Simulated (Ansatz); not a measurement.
# The honeycomb InP bilayer (AB) under a gate, part 2 of 4

How does the honeycomb InP bilayer (AB) take up charge from its gate?

Ansatz 0.2.0; plane-wave DFT, PBE-D3(BJ), Ansatz PAW.

So far. Step 2 (Relaxation): The lattice constant a goes from 4.250 to 4.207 Å.

**3. Gated layer, added electrons 0, start network**

The slab is cut off from its images along the normal. A charged sheet stands for each gate, the layer takes the opposite charge, and a barrier ahead of the sheet keeps electrons from leaking to it. The uncharged case sets the zero; a dense mesh is needed because few carriers fill a small part of the zone.

The cell differs from the one that the last finished run ended in (c 39.200 → 38.076 Å).

input.yaml reads:

```yaml
crystal:
  lattice:
    - [4.2069748753, 0.0, 0.0]
    - [-2.1034874377, 3.6433471151, 0.0]
    - [0.0, 0.0, 38.0763825721]
  atoms:
    - { symbol: P, position: [0.6666666667, 0.3333333333, 0.4477841341] }
    - { symbol: In, position: [0.3333333333, 0.6666666667, 0.4614962135] }
    - { symbol: P, position: [0.0, 0.0, 0.5388703868] }
    - { symbol: In, position: [0.6666666667, 0.3333333333, 0.5522158659] }
  periodic: [true, true, false]
  symmetry: { detect: true }
kpoints:
  mp_grid: { grid: [66, 66, 1] }
  band_path:
    path: [[0, 0, 0], [0.5, 0, 0], [0.33333333, 0.33333333, 0], [0, 0, 0]]
    npoints: 16
hamiltonian:
  xc: pbe
  dispersion: d3bj
scf:
  occupations: { method: fermi_dirac, width: 0.02585 }
  convergence: { dr2_threshold: 1.0e-10 }
output:
  forces: true
  eigenvalues: true
  dos: { projected: true, e_range: [-3, 3], de: 0.01 }
  write_potential: true
  write_density: true
  volumetric_format: npy
  elf: true
external_charges:
  - { charge: 0, barrier: 10, axis: 3, height: 24.526, sigma: 0.25 }
```

The run is started by

```sh
> ansatz run input.yaml --threads 4 --pin off --max-ram 16384MiB --backend cpu --events-out ev --progress --plain --runs-dir out
```

Numbers of over 12 decimals in the logs are rounded to 6 here.

The log of the run:

```text
[...]
Crystal: 4 atoms, lattice volume = 583.615 Å³
Basis set: ecut = 420 eV, 11269 PW (Γ), exchange–correlation on 60×60×512 points (8 copies of the dense FFT grid, shifted against one another)
Bands: 22, of which v1, the nominal top of the filled ones, is band 18 counted from 1 (17 counted from 0)
Symmetry: 6 space group operations
[...]
k-points: 397 of 4356 (time reversal used)
[...]
SCF iter   1: F=—  HF=-12707.108951 eV  |F-HF|=—  |Δ(HF+E_count)|=         —  Δρ=1.57e-3  dr2=2.49e-2  ethr=1.77e-3  ⟨swp⟩=14.6  Hψ=76206  notcnv=0
[...]
SCF iter  11: F=-12707.107579 eV  HF=-12707.107579 eV  |F-HF|=4.37e-11  |Δ(HF+E_count)|=  4.51e-10  Δρ=4.87e-8  dr2=1.71e-11  ethr=1.00e-12  ⟨swp⟩=14.1  Hψ=77305  notcnv=0
SCF 1 converged in 11 iterations: F = -12707.107579 eV  dr2 = 1.71e-11
[...]
NSCF: frozen V_eff on 49 k-points
[...]
SCF converged after 11 iterations
Free energy (F): -12707.107579 eV
[...]
Internal energy: -12707.107579 eV  (E = F + TS)
E sigma→0 (E₀):  -12707.107579 eV
Fermi energy:    -4.484178 eV
[...]
--- Forces (eV/Å), atoms and charges each counted from 1 ---
  atom   1  P      0.00000000    -0.00000000     0.00049183
  atom   2  In    -0.00000000     0.00000000    -0.00120730
  atom   3  P      0.00000000    -0.00000000    -0.00055897
  atom   4  In    -0.00000000     0.00000000    -0.01844086
  external charge   1     0.00000000     0.00000000     0.01971587
  max |Σ_I F_I| component, the external charges' with the atoms': 5.84e-7 eV/Å
--- Band table (eV; the first three rows and the last of 397) ---
  k-point 0: bands = [... 14 lower, -5.6954, -5.6954, -5.0596, -5.0596, -4.0709, -3.7119, -1.4821, -0.7297]
  k-point 1: bands = [... 14 lower, -5.7029, -5.7000, -5.0897, -5.0632, -4.0520, -3.6818, -1.4816, -0.7389]
  k-point 2: bands = [... 14 lower, -5.7231, -5.7135, -5.1717, -5.0742, -3.9980, -3.5994, -1.4801, -0.7648]
  k-point 396: bands = [... 14 lower, -8.3762, -7.8076, -5.4952, -5.0868, -3.1572, -2.9503, 0.0125, 0.3598]
```

Elapsed: 3.6 min, on 4 threads of Arm Neoverse V1, shared host; peak memory 3.8 GiB; 14 min of CPU time.

Numbers from this step:

```
gap along the path                                                                  : 0.9279 eV
smallest direct gap along the path                                                  : 0.9887 eV
gap, the smaller of path and mesh                                                   : 0.9268 eV
potential beyond the upper barrier and gate, less the barrier, from the Fermi level : 3.660 eV
```

Running mean over a fixed 2.5 Å (it still follows the layers) of the planar mean; beyond a gate it holds the 10 eV model barrier. Electron's electrostatic potential energy less the Fermi level against z:

```
z (Å)  electron's electrostatic potential energy less the Fermi level (eV)
    4                                                                 5.31
    5                                                                 5.31
    6                                                                 5.31
    7                                                                 5.31
    8                                                                 5.31
    9                                                                 5.31
   10                                                                 5.31
   11                                                                 5.31
   12                                                                 5.31
   13                                                                 5.31
   14                                                                 5.27
   15                                                                 4.71
   16                                                              -0.0592
   17                                                                -5.06
   18                                                                -4.45
   19                                                               -0.623
   20                                                                -4.32
   21                                                                -6.09
   22                                                                -1.82
   23                                                                 2.93
   24                                                                 6.53
   25                                                                 10.5
   26                                                                 13.5
   27                                                                 13.7
   28                                                                 13.7
   29                                                                 13.7
   30                                                                 13.7
   31                                                                 13.7
   32                                                                 13.7
   33                                                                 13.7
   34                                                                 13.7
```

The density of states has structure finer than the step of the table below, so its rows give means over 0.2 eV, whole bins alone (the curve runs from -3 to 2.41 eV). Peaks (eV: height): -2.61: 7.81, -1.75: 4.84, -1.12: 4.47, -0.68: 7.14, -0.59: 7.20, 1.32: 5.11, 2.02: 6.85.

Table of density of states by energy, zero at the Fermi level of the run, which the smearing sets inside the gap; means over each step:

```
energy (eV)  density of states (states/eV a cell)
       -2.8                                  1.82
       -2.6                                  4.23
       -2.4                                  3.10
       -2.2                                  2.51
       -2.0                                  2.40
       -1.8                                  3.39
       -1.6                                  3.12
       -1.4                                  2.45
       -1.2                                  2.08
       -1.0                                  2.35
       -0.8                                  3.19
       -0.6                                  5.39
       -0.4                                     0
       -0.2                                     0
        0.0                                     0
        0.2                                     0
        0.4                                0.0383
        0.6                                 0.705
        0.8                                  1.12
        1.0                                  1.51
        1.2                                  2.28
        1.4                                  2.84
        1.6                                  2.05
        1.8                                  2.42
        2.0                                  4.14
        2.2                                  3.14
```

Projected DOS per atom over height of the atomic layer and energy from the Fermi level. Layers: P In P In from below.

Ten even steps from '0' (0.00 states/eV) to '9' (3.42 states/eV), each cell a mean:
```
2201
2403
0202
0022
1023
0011
0001
0000
0000
0000
0000
1000
9130
3110
2020
2030
3131
3121
1021
2131
2142
1020
```
Columns: height of the atomic layer (Å) from 17.1 to 21.0 (not evenly spaced); rows upwards: energy from the Fermi level (eV) from -2.98 to 2.37.

The electronic bands at the labelled points (eV, zero at the Fermi level of the run, which the smearing sets inside the gap):

```
  point  band 15  band 16  band 17  band 18  band 19  band 20  band 21  band 22
      Γ    -1.21    -1.21    -0.58    -0.58     0.41     0.77     3.00     3.75
halfway    -2.62    -2.00    -1.27    -0.91     1.35     2.02     2.73     3.70
      M    -2.58    -1.81    -1.62    -0.76     0.55     1.76     2.12     3.05
halfway    -3.38    -2.69    -1.30    -0.66     1.05     1.99     3.01     3.68
      K    -3.89    -3.32    -1.01    -0.60     1.33     1.53     4.50     4.84
halfway    -2.55    -2.44    -1.79    -0.77     1.77     2.40     3.12     3.71
      Γ    -1.21    -1.21    -0.58    -0.58     0.41     0.77     3.00     3.75
```

The electronic bands as a text plot (rows in eV, shown from -6.2 to 3.1 only):

```
    2.9 |+++++++++++         +    ++                  +++++++++++
    2.5 |           ++++       +++                 ++++++
    2.1 |      ++++++++++++++++ +++++          ++++      +++
    1.7 |    ++         ++++++++     ++++++++++ ++++++++++  +
    1.3 |  ++++++++++                +++++++++++          ++ ++
    0.9 |++ +        ++++       +++++                       +++++
    0.5 |+++             +++++++                               ++
    0.2 |
   -0.2 |
   -0.6 |******      *********************************      *****
   -1.0 |  **********                ********         *********
   -1.4 |******    *****       ******        ***      *** *******
   -1.8 |**  ******     *******                 ******   *  *  **
   -2.2 |  *   *   ******      ***                    *** ** **
   -2.6 |   *** ******  ********  **            **********  *
   -2.9 |      *                **  **       *** ***      **
   -3.3 |   *******               *** *******  **      ********
   -3.7 |***    *  *                 **********       ****     **
   -4.1 |        ** *                               ***
   -4.5 |          * ***                           ***
   -4.9 |           *   *                       ****
   -5.3 |            *** ***                 *** **
   -5.7 |               *   *****************  **
   -6.0 |                **********************
         Γ                   M           K                      Γ
```

Valence density in the ca plane at fractional y = 0.333, with atoms of P and In within 0.2 Å of it. It is the smooth field of the valence electrons, not physical close to the nuclei.

Ten steps, logarithmic in the rise over the least value, from '0' (0 e/Å³) to '9' (10 e/Å³), each cell a mean:
```
00000000000000000001233321100122332100000000
00000000000000000012344331100124664210000000
00000000000000000023433432100147997410000000
00000000000000000123422332100248997420000000
00000000000000000023433432100146886310000000
00000000000000000012344321100124554210000000
00000000000000000001233221100122322100000000
00000000000000000000122221001122221100000000
00000000000000000000112221101122221000000000
00000000000000000000112221101122221000000000
00000000000000000001122221001122221100000000
```
Columns run along c (16.0 Å, from fractional 0.24 to 0.66 of the cell), rows up along a (4.2 Å). Atoms in or near the plane, at fractional coordinates: P at (0.45, 0.67), In at (0.55, 0.67).

ELF in the ca plane at fractional y = 0.333, with atoms of P and In within 0.2 Å of it. It is the smooth field of the valence electrons, not physical close to the nuclei.

Ten even steps from '0' (0.00) to '9' (0.91), each cell a mean:
```
00000000000000012467788764201233323332100000
00000000000000124789988886300122222222100000
00000000000000136899822687410121002222210000
00000000000000246899700487410121001322210000
00000000000000136899833787410122002222210000
00000000000000124689988876300122222222100000
00000000000000002356777654201233333322100000
00000000000000000112343332102456554321000000
00000000000000000001122222102566654321000000
00000000000000000001122222102566654321000000
00000000000000000123444332102455554321000000
```
Columns run along c (16.0 Å, from fractional 0.24 to 0.66 of the cell), rows up along a (4.2 Å). Atoms in or near the plane, at fractional coordinates: P at (0.45, 0.67), In at (0.55, 0.67).

Electrostatic potential energy in the ca plane at fractional y = 0.333, with atoms of P and In within 0.2 Å of it. With pseudopotentials it is smooth inside the atoms' cores, unlike the true potential.

Values in eV, 6 rows by 16 columns, each cell a mean:
```
  1   1   1   1   1   1   0 -10 -11  -1  -2 -15 -15  -3  -1   3
  1   1   1   1   1   1  -1 -34 -35  -2  -5 -39 -38  -5  -1   3
  1   1   1   1   1   1  -1 -30 -30  -2  -4 -35 -34  -5  -1   3
  1   1   1   1   1   1   0  -5  -6  -1  -2  -9  -9  -2  -1   3
  1   1   1   1   1   1   0  -3  -6  -3  -2  -5  -2  -1  -1   3
  1   1   1   1   1   1   0  -2  -6  -2  -2  -5  -3  -1  -1   3
```
Columns run along c (16.0 Å, from fractional 0.24 to 0.66 of the cell; values clipped at the 3rd and 97th percentile), rows up along a (4.2 Å). Atoms in or near the plane, at fractional coordinates: P at (0.45, 0.67), In at (0.55, 0.67).

The gap, the smaller of path and mesh, is 0.927 eV.

**4. Gated layer, added electrons 1×10¹³ per cm², start atoms**

input.yaml, the sections that differ from step 3:

```yaml
total_charge: -0.015327
kpoints:
  mp_grid: { grid: [66, 66, 1] }
output:
  forces: true
  eigenvalues: true
  write_potential: true
  write_density: true
  volumetric_format: npy
external_charges:
  - { charge: 0, barrier: 10, axis: 3, height: 24.526, sigma: 0.25 }
  - { charge: 0.015327, axis: 3, height: 26.026, sigma: 0.5 }
# crystal, hamiltonian, scf: as in step 3
```

The log of the run:

```text
[...]
Crystal: 4 atoms, lattice volume = 583.615 Å³
Basis set: ecut = 420 eV, 11269 PW (Γ), exchange–correlation on 60×60×512 points (8 copies of the dense FFT grid, shifted against one another)
Bands: 23, of which v1, the nominal top of the filled ones, is band 18 counted from 1 (17 counted from 0)
Symmetry: 6 space group operations
[...]
k-points: 397 of 4356 (time reversal used)
[...]
SCF iter   1: F=—  HF=-12708.398293 eV  |F-HF|=—  |Δ(HF+E_count)|=         —  Δρ=1.78e-2  dr2=5.18e0  ethr=3.10e-3  ⟨swp⟩=14.3  Hψ=77752  notcnv=0
[...]
SCF iter  15: F=-12707.151852 eV  HF=-12707.151852 eV  |F-HF|=3.38e-10  |Δ(HF+E_count)|=   1.65e-9  Δρ=3.57e-8  dr2=1.14e-11  ethr=1.00e-12  ⟨swp⟩=22.7  Hψ=87301  notcnv=0
SCF 1 converged in 15 iterations: F = -12707.151852 eV  dr2 = 1.14e-11
  Residual-converged pass: ⟨swp⟩=1.0  Hψ=10744  notcnv=0  max |occ|·‖R‖ = 7.1e-9 eV (tolerance 1.0e-8 eV)  dr2=1.14e-11  dr2_onsite=6.61e-13  max |Δocc| = 1.6e-11
[...]
SCF converged after 15 iterations
Free energy (F): -12707.151852 eV
[...]
Internal energy: -12707.151158 eV  (E = F + TS)
E sigma→0 (E₀):  -12707.151505 eV
Entropy (-TS):   -0.000694 eV (-0.174 meV/atom)
Fermi energy:    -3.644863 eV
[...]
--- Forces (eV/Å), atoms and charges each counted from 1 ---
  atom   1  P      0.00000000    -0.00000000    -0.00066207
  atom   2  In    -0.00000000     0.00000000     0.00100643
  atom   3  P      0.00000000    -0.00000000     0.02524929
  atom   4  In    -0.00000000     0.00000000    -0.04633423
  external charge   1     0.00000000     0.00000000     0.02212616
  external charge   2     0.00000000     0.00000000    -0.00138537
  max |Σ_I F_I| component, the external charges' with the atoms': 2.12e-7 eV/Å
--- Band table (eV; the first three rows and the last of 397) ---
  k-point 0: bands = [... 14 lower, -5.3707, -5.3707, -4.7295, -4.7295, -3.7461, -3.3828, -1.2486, -0.4063, ... 1 higher]
  k-point 1: bands = [... 14 lower, -5.3786, -5.3753, -4.7596, -4.7332, -3.7273, -3.3527, -1.2478, -0.4155, ... 1 higher]
  k-point 2: bands = [... 14 lower, -5.3997, -5.3888, -4.8417, -4.7441, -3.6737, -3.2703, -1.2454, -0.4416, ... 1 higher]
  k-point 396: bands = [... 14 lower, -8.0531, -7.4785, -5.1813, -4.7603, -2.8655, -2.6234, 0.3387, 0.6338, ... 1 higher]
```

The job ended after 4.4 min (4 threads; peak memory 3.9 GiB).

This step gave:

* energy at zero smearing: -12707.1515 eV
* potential beyond the upper barrier and gate, less the barrier, from the Fermi level: 2.489 eV

Against the uncharged case this takes +1.17 V.

**5. Gated layer, added electrons 3×10¹³ per cm², start atoms**

input.yaml, as its differences from that of step 4:

```diff
@@ -12,3 +12,3 @@
   symmetry: { detect: true }
-total_charge: -0.015327
+total_charge: -0.045982
 kpoints:
@@ -29,2 +29,2 @@
   - { charge: 0, barrier: 10, axis: 3, height: 24.526, sigma: 0.25 }
-  - { charge: 0.015327, axis: 3, height: 26.026, sigma: 0.5 }
+  - { charge: 0.045982, axis: 3, height: 26.026, sigma: 0.5 }
```

The log of the run:

```text
[...]
Crystal: 4 atoms, lattice volume = 583.615 Å³
Basis set: ecut = 420 eV, 11269 PW (Γ), exchange–correlation on 60×60×512 points (8 copies of the dense FFT grid, shifted against one another)
Bands: 23, of which v1, the nominal top of the filled ones, is band 18 counted from 1 (17 counted from 0)
Symmetry: 6 space group operations
[...]
k-points: 397 of 4356 (time reversal used)
[...]
--- Band table (eV; the first three rows and the last of 397) ---
  k-point 0: bands = [... 14 lower, -4.7387, -4.7387, -4.0759, -4.0759, -3.1139, -2.7321, -0.8020, 0.2271, ... 1 higher]
  k-point 1: bands = [... 14 lower, -4.7469, -4.7432, -4.1061, -4.0796, -3.0953, -2.7021, -0.8006, 0.2178, ... 1 higher]
  k-point 2: bands = [... 14 lower, -4.7691, -4.7567, -4.1882, -4.0906, -3.0424, -2.6198, -0.7965, 0.1913, ... 1 higher]
  k-point 396: bands = [... 14 lower, -7.4223, -6.8273, -4.5682, -4.1157, -2.2936, -1.9773, 0.9742, 1.1564, ... 1 higher]
[key lines of the parts left out:]
SCF converged after 14 iterations
Free energy (F): -12707.210543 eV
Fermi energy:    -2.961344 eV
```

The job ended after 4 min (4 threads; peak memory 3.9 GiB; 16 min of CPU time).

Against the uncharged case this takes +2.51 V.

**6. Gated layer, added electrons 6×10¹³ per cm², start atoms**

input.yaml, as its differences from that of step 5:

```diff
@@ -12,3 +12,3 @@
   symmetry: { detect: true }
-total_charge: -0.045982
+total_charge: -0.091965
 kpoints:
@@ -29,2 +29,2 @@
   - { charge: 0, barrier: 10, axis: 3, height: 24.526, sigma: 0.25 }
-  - { charge: 0.045982, axis: 3, height: 26.026, sigma: 0.5 }
+  - { charge: 0.091965, axis: 3, height: 26.026, sigma: 0.5 }
```

The log of the run:

```text
[...]
Crystal: 4 atoms, lattice volume = 583.615 Å³
Basis set: ecut = 420 eV, 11269 PW (Γ), exchange–correlation on 60×60×512 points (8 copies of the dense FFT grid, shifted against one another)
Bands: 23, of which v1, the nominal top of the filled ones, is band 18 counted from 1 (17 counted from 0)
Symmetry: 6 space group operations
[...]
k-points: 397 of 4356 (time reversal used)
[...]
--- Band table (eV; the first three rows and the last of 397) ---
  k-point 0: bands = [... 14 lower, -3.8162, -3.8162, -3.1260, -3.1260, -2.1923, -1.7873, -0.1767, 1.1517, ... 1 higher]
  k-point 1: bands = [... 14 lower, -3.8251, -3.8208, -3.1562, -3.1297, -2.1740, -1.7573, -0.1745, 1.1422, ... 1 higher]
  k-point 2: bands = [... 14 lower, -3.8491, -3.8342, -3.2385, -3.1408, -2.1222, -1.6752, -0.1678, 1.1153, ... 1 higher]
  k-point 396: bands = [... 14 lower, -6.5012, -5.8808, -3.6734, -3.1791, -1.4579, -1.0379, 1.8917, 1.9008, ... 1 higher]
[key lines of the parts left out:]
SCF converged after 13 iterations
Free energy (F): -12707.229823 eV
Fermi energy:    -2.004078 eV
```

It took 3.8 min on 4 threads; peak memory 3.9 GiB.

Against the uncharged case this takes +4.42 V.

[end of part 2 of 4]

[Logs are printed without paths, hosts, clocks, repeated set-up lines and the standing remarks that a program may print on its own settings, such as how far it seeks lower states.]

[Hosts, paths, dates, database ids (printed as entryN), source tags and the programs' standing remarks are cut or masked in the printed files.]

[Maps of the electrostatic potential energy from Ansatz leave out the sawtooth potential of an applied field or a dipole correction, so their vacuum need not be flat; planar profiles and work functions include it.]

[The density of states shown here was stored with 400 of the rows of the run's finer table, so its peaks can read low, often by over a quarter, or be missed, and its means over a window can be off by a tenth or more.]
